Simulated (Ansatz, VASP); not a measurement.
**Li2Se3: VASP beside Ansatz**

File INCAR:

```
PREC     = Accurate       # precision mode
ENCUT    = 520            # plane-wave cutoff, eV
EDIFF    = 1E-6           # SCF threshold, eV
ISMEAR   = 0              # smearing method
SIGMA    = 0.1            # smearing width, eV
LREAL    = F              # projectors in reciprocal space
LASPH    = T              # aspherical terms in the spheres
NELM     = 60             # most SCF steps
ALGO     = Normal         # electronic algorithm
ISIF     = 2              # what is computed and relaxed
LWAVE    = F              # write WAVECAR
LCHARG   = F              # write CHGCAR
GGA      = PE             # functional
NBANDS   = 20             # bands
```

The input KPOINTS:

```
regular mesh
0
Gamma
  6 6 4
```

The input POSCAR:

```
Li2Se3
1.0
    4.2071172852      0.0000000000      0.0000000000
   -2.1035586426      3.6434704457      0.0000000000
    0.0000000000      0.0000000000      6.5455911062
Li Se
2 3
Direct
    0.3333333333      0.6666666667      0.2450000000
    0.6666666667      0.3333333333      0.7550000000
    0.0000000000      0.0000000000      0.0000000000
    0.3333333333      0.6666666667      0.6450000000
    0.6666666667      0.3333333333      0.3550000000
```

Input for Ansatz:

```yaml
crystal:
  lattice:
    - [4.2071172852, 0.0, 0.0]
    - [-2.1035586426, 3.6434704457, 0.0]
    - [0.0, 0.0, 6.5455911062]
  atoms:
    - { symbol: Li, position: [0.3333333333, 0.6666666667, 0.245] }
    - { symbol: Li, position: [0.6666666667, 0.3333333333, 0.755] }
    - { symbol: Se, position: [0.0, 0.0, 0.0] }
    - { symbol: Se, position: [0.3333333333, 0.6666666667, 0.645] }
    - { symbol: Se, position: [0.6666666667, 0.3333333333, 0.355] }
basis:
  ecutwfc: 420
kpoints:
  mp_grid: { grid: [6, 6, 4] }
hamiltonian:
  xc: pbe
scf:
  occupations: { method: gaussian, width: 0.1 }
  lower_state_search: "off"
output:
  forces: true
  stress: true
  eigenvalues: true
```

Alike in both runs: task single point; functional PBE; k mesh 6 × 6 × 4; occupations gaussian, width 0.1 eV; no spin polarisation.

|  | VASP | Ansatz |
| --- | --- | --- |
| version | VASP 6.6.1 | Ansatz 0.2.0 |
| potentials or method | VASP PAW PBE potentials, release 64 (Li_sv, Se) | scalar-relativistic, plane waves, PAW |
| plane-wave cutoff (eV) | 520 | 420 |
| valence electrons in the cell | 24 | 54 |

VASP gave:

| Property | Result |
| --- | --- |
| gap on the k mesh at the Fermi level (eV) | none |
| rms of the force components (eV/Å) | 0.299 |

**Question.** Which values does Ansatz return?

**Answer.** gap on the k mesh at the Fermi level (eV): none; rms of the force components (eV/Å): 0.298.

Atom by atom the forces differ by 0.001 eV/Å (rms over components). A gap of «none» marks a metal or a gap that the smearing closes. The two sets of potentials don't hold the same shells in valence.
